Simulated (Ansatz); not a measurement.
# ZnO (zincite) (P6_3mc) in Ansatz: reference runs

Reference runs on ZnO (zincite): the cell as given and a disturbed copy.

All numbers are computed with Ansatz 0.2.0; they aren't measurements. Logs are shortened: lines on timing, memory, paths and dates and some standing lists are left out, and cuts for length are marked.

**Measured values to compare with.**

From “Electronic structure of alkaline earth and post-transition metal oxides”, 2009, arxiv:0908.1581, for a bulk crystal of ZnO: band gap 3.37 eV.

The results are compared with them further down.

## Step 1: The structure

The structure is hexagonal, space group P6_3mc (No. 186). Conventional cell: a = 3.249 Å, b = 3.249 Å, c = 5.206 Å, α = 90.00°, β = 90.00°, γ = 120.00°. Zn (site symmetry 3m) is surrounded by 4 O at 1.97 to 1.98 Å. O (site symmetry 3m) is surrounded by 4 Zn at 1.97 to 1.98 Å.

## Step 2: Single point, PBE

input.yaml

```yaml
crystal:
  lattice:
    - [3.249308, 0.0, 0.0]
    - [-1.624654, 2.8139832727, 0.0]
    - [0.0, 0.0, 5.205709]
  atoms:
    - { symbol: Zn, position: [0.6666666667, 0.3333333333, 0.0] }
    - { symbol: Zn, position: [0.3333333333, 0.6666666667, 0.5] }
    - { symbol: O, position: [0.3333333333, 0.6666666667, 0.87901] }
    - { symbol: O, position: [0.6666666667, 0.3333333333, 0.37901] }
hamiltonian:
  xc: pbe
  pseudopotentials: { kind: paw }
kpoints:
  mp_grid: { grid: [9, 9, 5] }
scf:
  occupations: { method: fermi_dirac, width: 0.05 }
output:
  forces: true
  stress: true
  eigenvalues: true
```

Potentials or basis: Ansatz PAW.

On the command line:

```console
$ ansatz run input.yaml --threads 2 --pin off --max-ram 5120MiB --backend cpu --events-out ev --progress --plain --runs-dir out
```

What it wrote:

```text
Warning: RAYON_NUM_THREADS=2 ignored (pool sized by the plan → 2); use --threads N
Engine: ansatz 0.2.0, x86_64-unknown-linux-gnu
Pseudopotentials: kind: paw
Pseudopotential: Zn, paw, valence charge 12, recommended cutoff 420 eV (normal), Zn.paw.azcp
Pseudopotential: O, paw, valence charge 6, recommended cutoff 420 eV (normal), O.paw.azcp
Functional definition: PBE
  parameter kappa = 0.804
  parameter beta = 0.06672455060314922
  exchange = pbe_x(kappa = kappa, mu = beta*pi^2/3)
  correlation = pbe_c(beta = beta)
Crystal: 4 atoms, lattice volume = 47.598 Å³
Basis set: ecut = 420 eV, 941 PW (Γ), exchange–correlation on 48×48×72 points (8 copies of the dense FFT grid, shifted against one another)
Bands: 22, of which v1, the nominal top of the filled ones, is band 18 counted from 1 (17 counted from 0)
Symmetry: 12 space group operations
Space group: P63mc (ITA 186), of the structure as read, at distance tolerance 3.6e-5 Å
k-points: 36 of 405 (time reversal used)
Non-local potential: Zn, projectors of the file, l = 0: 2, l = 1: 2, l = 2: 3, l = 3: 1
Non-local potential: O, projectors of the file, l = 0: 2, l = 1: 2, l = 2: 1
PAW form: soft (Blöchl's): semilocal exchange-correlation on the pseudo side does not see the compensation charge
PAW one-centre angular grid: Zn, 590 points (default); XC on 64 Gauss nodes
PAW one-centre angular grid: O, 110 points (default); XC on 64 Gauss nodes
Initial density: superposition of atomic densities (neutral atoms: chi_scale 0, normalization atom), corrected by the library's trained network
Initial wavefunctions: pseudopotential atomic-orbital guess
Functional: x = pbe(κ = 0.804, μ = 0.2195149727645171), c = pbe(β = 0.06672455060314922)
SCF iter   1: F=—  HF=-7773.665049 eV  |F-HF|=—  |Δ(HF+E_count)|=         —  Δρ=6.58e-4  dr2=6.16e-5  ethr=1.77e-3  ⟨swp⟩=6.2  Hψ=3591  notcnv=0
preconditioner: auto → Resta (q_TF=auto, 2.604 Å⁻¹)  ε∞=7.5  [insulator: Δε(μ)=0.806 eV  Ē_g=12.691 eV  σ=0.050 eV  W_gap=1.00  n_scr=22 (ndim 8)  ℏωp=32.3 eV  f_vac=0.035  D(μ)=0.00/eV (n_scr^D=0)  ε∞_Penn≈7.5]
SCF iter   2: F=—  HF=-7773.666244 eV  |F-HF|=—  |Δ(HF+E_count)|=   1.20e-3  Δρ=4.11e-4  dr2=2.68e-5  ethr=1.71e-7  ⟨swp⟩=2.8  Hψ=2036  notcnv=0
SCF iter   3: F=—  HF=-7773.666321 eV  |F-HF|=—  |Δ(HF+E_count)|=   7.67e-5  Δρ=2.38e-4  dr2=1.18e-5  ethr=7.44e-8  ⟨swp⟩=2.0  Hψ=1366  notcnv=0
SCF iter   4: F=—  HF=-7773.666358 eV  |F-HF|=—  |Δ(HF+E_count)|=   3.74e-5  Δρ=1.06e-4  dr2=2.27e-6  ethr=3.27e-8  ⟨swp⟩=2.0  Hψ=1339  notcnv=0
SCF iter   5: F=—  HF=-7773.666367 eV  |F-HF|=—  |Δ(HF+E_count)|=   8.57e-6  Δρ=2.84e-5  dr2=2.08e-7  ethr=6.31e-9  ⟨swp⟩=2.0  Hψ=1381  notcnv=0
SCF iter   6: F=-7773.666367 eV  HF=-7773.666367 eV  |F-HF|=3.61e-8  |Δ(HF+E_count)|=   6.67e-7  Δρ=1.51e-5  dr2=7.79e-8  ethr=2.78e-10  ⟨swp⟩=5.4  Hψ=3585  notcnv=0
SCF 1 converged in 6 iterations: F = -7773.666367 eV  dr2 = 7.79e-8
SCF converged after 6 iterations
Free energy (F): -7773.666367 eV
Harris-Foulkes:  -7773.666367 eV  (|F-HF|=3.61e-8)
Internal energy: -7773.666364 eV  (E = F + TS)
E sigma→0 (E₀):  -7773.666366 eV
Entropy (-TS):   -0.000003 eV (-0.001 meV/atom)
Fermi energy:    7.664078 eV
--- Per-component energies (eV) ---
  E_band       = 65.615202
  E_kinetic    = 611.974914
  E_local      = -4003.455211  (includes V_loc(G=0)·N_el)
  E_nonlocal   = 1335.429335
  E_hartree    = 1645.556848
  E_xc         = -420.048988
  E_vxc        = -289.987099  (∫ρ·V_xc dr)
  E_paw        = -3980.532762  (= ΣΔE_a)
  E_vpaw       = -879.460834  (= ΣTr[D̂ρ^β])
  E_aug_tail   = 0.004244  (compensation charges beyond the density's cutoff)
  E_ewald      = -2962.594745
  E_smearing   = -0.000003  (= −TS)
  E_closure    = -0.000000  (closes the sum)
  Σ components = -7773.666367   (vs F -7773.666367, Δ=0.00e0)
--- Forces (eV/Å), atoms counted from 1 ---
  atom   1  Zn    -0.00000000     0.00000000    -0.06997488
  atom   2  Zn     0.00000000    -0.00000000    -0.06997488
  atom   3  O     -0.00000000     0.00000000     0.06994164
  atom   4  O      0.00000000    -0.00000000     0.06994164
  max |Σ_I F_I| component: 6.65e-5 eV/Å
--- Stress (GPa, compression-positive) ---
        4.347681       0.000000      -0.000000
        0.000000       4.347681       0.000000
       -0.000000      -0.000000       6.050621
  P = ⅓ Tr σ = 4.9153 GPa (49.153 kbar)
--- Band table (eV; the first three rows and the last of 36) ---
  k-point 0: bands = ["-10.8513", "-10.1177", "1.5263", "1.5263", "1.5655", "1.6115", "1.7236", "1.7236", "2.6961", "2.6961", "2.9097", "2.9097", "3.1768", "6.4114", "6.4114", "7.1491", "7.2216", "7.2216", "8.0263", "12.4528", "15.4876", "20.0994"]
  k-point 1: bands = ["-10.7848", "-10.1914", "1.4520", "1.4933", "1.5363", "1.5363", "1.6948", "1.6948", "2.7241", "2.7241", "2.8980", "2.8980", "3.6141", "6.4384", "6.4903", "6.4903", "7.1457", "7.1457", "8.8639", "12.1200", "15.7887", "20.0909"]
  k-point 2: bands = ["-10.6071", "-10.3806", "1.3075", "1.3540", "1.5709", "1.5709", "1.6309", "1.6309", "2.7902", "2.7902", "2.8573", "2.8573", "4.5067", "5.4819", "6.6958", "6.6958", "6.9463", "6.9463", "10.0893", "11.2528", "16.6822", "18.1722"]
  k-point 35: bands = ["-9.9911", "-9.9911", "1.5246", "1.5246", "1.6454", "1.8476", "2.2872", "2.2872", "2.6870", "2.7239", "3.1932", "3.1932", "3.5445", "3.5445", "4.2449", "4.8439", "5.9328", "5.9328", "15.1701", "15.1834", "15.1834", "15.2940"]
```

Run time: 2.2 s. Hardware: 2 threads of Intel Xeon at 2.70GHz, shared host; peak memory 0.37 GiB.

Results:

| Item | Value |
| --- | --- |
| Free energy | -7773.6664 eV |
| Pressure | 4.9 GPa |
| Largest force | 0.070 eV/Å |
| Band gap on the k mesh | 0.80 eV, direct |

Forces in eV/Å, atoms in the order of the input:
```
Zn   0.000  0.000 -0.070
Zn   0.000  0.000 -0.070
O    0.000  0.000  0.070
O    0.000  0.000  0.070
```

Stress tensor (GPa, compression positive):
```
4.35 0.00 0.00
0.00 4.35 0.00
0.00 0.00 6.05
```

Levels at points of the mesh, in eV from the valence-band top:
```tsv
k point	band 14	band 15	band 16	band 17	band 18	band 19	band 20	band 21	band 22
(0.00, 0.00, 0.00)	-0.81	-0.81	-0.07	0.00	0.00	0.80	5.23	8.27	12.88
```

Caveat: odd divisions of the mesh miss points on the zone boundary, where band edges often lie, so the gap on the mesh can be too wide; the pressure holds a Pulay correction of +0.7 GPa for the finite cutoff.

## Step 3: Single point, PBE (atoms moved at random, drawn with an rms of 0.05 Å)

input.yaml

```yaml
crystal:
  lattice:
    - [3.249308, 0.0, 0.0]
    - [-1.624654, 2.8139832727, 0.0]
    - [0.0, 0.0, 5.205709]
  atoms:
    - { symbol: Zn, position: [0.669561, 0.341315, -0.007645] }
    - { symbol: Zn, position: [0.319335, 0.651587, 0.51416] }
    - { symbol: O, position: [0.331692, 0.676542, 0.887876] }
    - { symbol: O, position: [0.68061, 0.335125, 0.384863] }
hamiltonian:
  xc: pbe
  pseudopotentials: { kind: paw }
kpoints:
  mp_grid: { grid: [9, 9, 5] }
scf:
  occupations: { method: fermi_dirac, width: 0.05 }
output:
  forces: true
  stress: true
  eigenvalues: true
```

Potentials or basis: Ansatz PAW.

On the command line:

```console
$ ansatz run input.yaml --threads 2 --pin off --max-ram 5120MiB --backend cpu --events-out ev --progress --plain --runs-dir out
```

What it wrote:

```text
Warning: RAYON_NUM_THREADS=2 ignored (pool sized by the plan → 2); use --threads N
[... 9 set-up lines as earlier in the session ...]
Crystal: 4 atoms, lattice volume = 47.598 Å³
Basis set: ecut = 420 eV, 941 PW (Γ), exchange–correlation on 48×48×72 points (8 copies of the dense FFT grid, shifted against one another)
Bands: 22, of which v1, the nominal top of the filled ones, is band 18 counted from 1 (17 counted from 0)
Symmetry: 1 space group operations
Space group: P1 (ITA 1), of the structure as read, at distance tolerance 3.6e-5 Å
k-points: 203 of 405 (time reversal used)
[... 8 set-up lines as earlier in the session ...]
SCF iter   1: F=—  HF=-7773.590118 eV  |F-HF|=—  |Δ(HF+E_count)|=         —  Δρ=8.81e-4  dr2=2.11e-4  ethr=1.77e-3  ⟨swp⟩=6.2  Hψ=19742  notcnv=0
preconditioner: auto → Resta (q_TF=auto, 2.604 Å⁻¹)  ε∞=7.5  [insulator: Δε(μ)=0.769 eV  Ē_g=12.696 eV  σ=0.050 eV  W_gap=1.00  n_scr=22 (ndim 8)  ℏωp=32.3 eV  f_vac=0.038  D(μ)=0.00/eV (n_scr^D=0)  ε∞_Penn≈7.5]
SCF iter   2: F=—  HF=-7773.591461 eV  |F-HF|=—  |Δ(HF+E_count)|=   1.34e-3  Δρ=4.82e-4  dr2=4.70e-5  ethr=5.87e-7  ⟨swp⟩=2.6  Hψ=10778  notcnv=0
SCF iter   3: F=—  HF=-7773.591520 eV  |F-HF|=—  |Δ(HF+E_count)|=   5.86e-5  Δρ=2.81e-4  dr2=2.34e-5  ethr=1.31e-7  ⟨swp⟩=2.0  Hψ=7663  notcnv=0
SCF iter   4: F=—  HF=-7773.591563 eV  |F-HF|=—  |Δ(HF+E_count)|=   4.38e-5  Δρ=1.38e-4  dr2=8.68e-6  ethr=6.51e-8  ⟨swp⟩=2.0  Hψ=7943  notcnv=0
SCF iter   5: F=—  HF=-7773.591568 eV  |F-HF|=—  |Δ(HF+E_count)|=   4.19e-6  Δρ=3.85e-5  dr2=1.09e-6  ethr=2.41e-8  ⟨swp⟩=2.0  Hψ=7667  notcnv=0
SCF iter   6: F=—  HF=-7773.591568 eV  |F-HF|=—  |Δ(HF+E_count)|=   1.65e-7  Δρ=1.93e-5  dr2=3.08e-7  ethr=3.02e-9  ⟨swp⟩=2.0  Hψ=7639  notcnv=0
SCF iter   7: F=—  HF=-7773.591568 eV  |F-HF|=—  |Δ(HF+E_count)|=   8.41e-8  Δρ=1.81e-5  dr2=1.36e-7  ethr=2.78e-10  ⟨swp⟩=5.2  Hψ=19579  notcnv=0
SCF iter   8: F=-7773.591568 eV  HF=-7773.591568 eV  |F-HF|=3.66e-9  |Δ(HF+E_count)|=   2.70e-8  Δρ=3.58e-6  dr2=6.62e-9  ethr=2.78e-10  ⟨swp⟩=4.0  Hψ=15918  notcnv=0
SCF 1 converged in 8 iterations: F = -7773.591568 eV  dr2 = 6.62e-9
SCF converged after 8 iterations
Free energy (F): -7773.591568 eV
Harris-Foulkes:  -7773.591568 eV  (|F-HF|=3.66e-9)
Internal energy: -7773.591563 eV  (E = F + TS)
E sigma→0 (E₀):  -7773.591566 eV
Entropy (-TS):   -0.000004 eV (-0.001 meV/atom)
Fermi energy:    7.676181 eV
--- Per-component energies (eV) ---
  E_band       = 65.021673
  E_kinetic    = 612.048939
  E_local      = -4010.303109  (includes V_loc(G=0)·N_el)
  E_nonlocal   = 1335.337620
  E_hartree    = 1648.581909
  E_xc         = -420.096219
  E_vxc        = -290.046694  (∫ρ·V_xc dr)
  E_paw        = -3980.388210  (= ΣΔE_a)
  E_vpaw       = -879.182960  (= ΣTr[D̂ρ^β])
  E_aug_tail   = 0.004194  (compensation charges beyond the density's cutoff)
  E_ewald      = -2958.776687
  E_smearing   = -0.000004  (= −TS)
  E_closure    = 0.000000  (closes the sum)
  Σ components = -7773.591568   (vs F -7773.591568, Δ=0.00e0)
--- Forces (eV/Å), atoms counted from 1 ---
  atom   1  Zn    -0.14613392     0.01613250     0.86885724
  atom   2  Zn     0.50177620     0.34320080    -0.79484913
  atom   3  O      0.20825285    -0.04488158     0.05443850
  atom   4  O     -0.56389649    -0.31445370    -0.12845746
  max |Σ_I F_I| component: 1.08e-5 eV/Å
--- Stress (GPa, compression-positive) ---
        6.324309       2.217544       0.819139
        2.217543       4.683301       0.881913
        0.819139       0.881913       5.212074
  P = ⅓ Tr σ = 5.4066 GPa (54.066 kbar)
--- Band table (eV; the first three rows and the last of 203) ---
  k-point 0: bands = ["-10.9986", "-9.9970", "1.2883", "1.3214", "1.4288", "1.7179", "1.8452", "1.8888", "2.6298", "2.6468", "2.9063", "2.9240", "3.1684", "6.3687", "6.4815", "7.1261", "7.2395", "7.2553", "8.0246", "12.4475", "15.4624", "19.9561"]
  k-point 1: bands = ["-10.9538", "-10.0488", "1.2865", "1.3063", "1.3572", "1.6169", "1.7813", "1.8705", "2.6532", "2.6711", "2.9028", "2.9122", "3.6034", "6.4061", "6.4609", "6.5464", "7.1810", "7.1843", "8.8533", "12.1210", "15.7582", "19.9703"]
  k-point 2: bands = ["-10.8680", "-10.1461", "1.2214", "1.2881", "1.3303", "1.4554", "1.7397", "1.8428", "2.7003", "2.7147", "2.8849", "2.8918", "4.4635", "5.4991", "6.6256", "6.6747", "7.0115", "7.0544", "10.0633", "11.2734", "16.6380", "18.1752"]
  k-point 202: bands = ["-10.4589", "-9.7334", "1.0939", "1.4459", "1.7153", "1.9367", "2.2315", "2.3254", "2.6662", "2.7674", "2.9418", "3.0662", "3.4040", "4.0799", "4.7760", "4.9762", "6.0478", "6.2869", "12.4190", "14.4183", "15.4897", "16.0095"]
```

It took 12 s on 2 threads of Intel Xeon at 2.70GHz, shared host; peak memory 0.51 GiB.

What came out:

| Quantity | Value |
| --- | --- |
| Free energy | -7773.5916 eV |
| Pressure | 5.4 GPa |
| Largest force | 1.001 eV/Å |
| Band gap on the k mesh | 0.77 eV, direct |

Forces on the atoms (eV/Å):
```
Zn  -0.146  0.016  0.869
Zn   0.502  0.343 -0.795
O    0.208 -0.045  0.054
O   -0.564 -0.314 -0.128
```

Stress tensor (GPa, compression positive):
```
6.32 2.22 0.82
2.22 4.68 0.88
0.82 0.88 5.21
```

Levels at points of the mesh, in eV from the valence-band top:
```
           k point  band 16  band 17  band 18  band 19  band 20  band 21
(0.00, 0.00, 0.00)    -0.13    -0.02     0.00     0.77     5.19     8.21
```

Caveat: odd divisions of the mesh miss points on the zone boundary, where band edges often lie, so the gap on the mesh can be too wide; the pressure holds a Pulay correction of +0.7 GPa for the finite cutoff.

## Step 4: Against experiment

Step 2. A measured gap of ZnO is 3.37 eV (quoted in “Electronic structure of alkaline earth and post-transition metal oxides”, 2009, arxiv:0908.1581); the calculated 0.80 eV misses it by -2.57 eV. So large a miss can be the level of theory's own, or it may mean another phase, state or a wrong row. The value is that of PBE, without temperature or zero-point motion. Semilocal functionals fall short of measured gaps as a rule.
